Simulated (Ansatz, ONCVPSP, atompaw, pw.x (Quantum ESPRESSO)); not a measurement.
## Which Ru potential is closest to all-electron in the bcc crystal?

All use PBE, scalar-relativistic, no spin, cutoffs from each file’s atomic test, pw.x 7.5; 15³ k-points, Fermi–Dirac smearing 0.01 Ry. Δ is the rms difference from all-electron LAPW of the E(V) curves that follow from fits to the pressures, over ±6 % in volume. Mesh and smearing are coarse and serve the comparison alone. The files are a selection: those with a ghost or negative overlap were mostly not run, and those with noisy or unconverged pressures or nearly equal Δ are left out.

All-electron: a0 = 3.056 Å (V0 = 14.28 Å³/atom), B0 = 274.2 GPa.

Q: Rank them by Δ, smallest first.
A. optimised norm-conserving Vanderbilt (ONCV), ONCVPSP 4.0.1.1 (patched build), PBE; core [Ar] 3d10, reference 4s2 4p6 4d7 5s1; waves: 4s+5s: rc 1.50 bohr, ncon 4, nbas 8, qcut 6.2 1/bohr, 2 projectors; 4p: rc 1.40 bohr, ncon 3, nbas 8, qcut 9.5 1/bohr, 2 projectors, debl 3.2 Ha; 4d: rc 1.40 bohr, ncon 3, nbas 7, qcut 10 1/bohr, local; local part: the d channel; core correction: polynomial model core, fcfact 0.3.
B. optimised norm-conserving Vanderbilt (ONCV), ONCVPSP 4.0.1.1 (patched build), PBE; core [Ar] 3d10, reference 4s2 4p6 4d7 5s1; waves: 4s+5s: rc 1.90 bohr, ncon 4, nbas 8, qcut 6.3 1/bohr, 3 projectors, debl 3.7 Ha; 4p: rc 1.80 bohr, ncon 4, nbas 7, qcut 7.3 1/bohr, local; 4d: rc 2.00 bohr, ncon 4, nbas 8, qcut 9.3 1/bohr, 1 projector; local part: the p channel; core correction: Teter function, fcfact 3.75, rcfact 1.25.
C. PAW, atompaw 4.2.0.5, PBE; core [Ar] 3d10, reference 4s2 4p6 4d7 5s0 5p1; waves: 4s (bound); 5s (bound, empty); 4p (bound); 5p (bound); 4d (bound); 4d channel at 3.65 Ry; local part: bessel scheme, radius 1.45 bohr; core correction: smooth core density matched at 1.30 bohr; augmentation: besselshape compensation charge, radius 1.95 bohr; PAW radius 2.00 bohr; waves and projectors: bloechl.

A: A (2.3 meV/atom), C (4.3 meV/atom), B (30.1 meV/atom).
